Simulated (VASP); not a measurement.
Write the native input for VASP 6.6.1 that does the following.

```
Task                   : single point
Functional             : PBEsol
Potentials or basis    : VASP PAW PBE potentials, release 64 (Ga_d)
Cutoff                 : 520 eV
k mesh                 : 15 × 15 × 15
Occupations            : fermi-dirac, width 0.1 eV
Spin                   : no spin polarisation
Dipole correction      : no
Further INCAR settings : ALGO = Fast; EDIFF = 1e-06; NBANDS = 12
```

The structure of Ga lies in POSCAR:

```
Ga
1.0
   -1.6051658245      1.6051658245      1.6051658245
    1.6051658245     -1.6051658245      1.6051658245
    1.6051658245      1.6051658245     -1.6051658245
Ga
1
Direct
    0.0000000000      0.0000000000      0.0000000000
```

This isn't the form of Ga at room conditions, which is orthorhombic.

One way to write it, as run:

INCAR

```
PREC = Accurate
ENCUT = 520
EDIFF = 1E-6
ISMEAR = -1
SIGMA = 0.1
LREAL = F
LASPH = T
NELM = 80
ALGO = Fast
ISIF = 2
LWAVE = F
LCHARG = F
GGA = PS
NBANDS = 12
```

KPOINTS

```
regular mesh
0
Gamma
  15 15 15
```

Potentials or basis: VASP PAW PBE potentials, release 64 (Ga_d).

The run is started by

```sh
$ cat potpaw_PBE.64/Ga_d/POTCAR > POTCAR
$ mpirun -np 1 vasp_std > vasp.out
```

Results of the run:

```
Pressure               : 6.0 GPa
Band gap on the k mesh : none (metal or under the smearing width)
```

Caveat: the PAW data sets were made with another functional, which shifts forces and pressure a little.

It took 18 s on 1 thread of Intel(R) Xeon(R) Platinum 8259CL CPU @ 2.50GHz (Skylake/Cascade Lake), with other jobs on the host, peak memory 0.15 GiB.
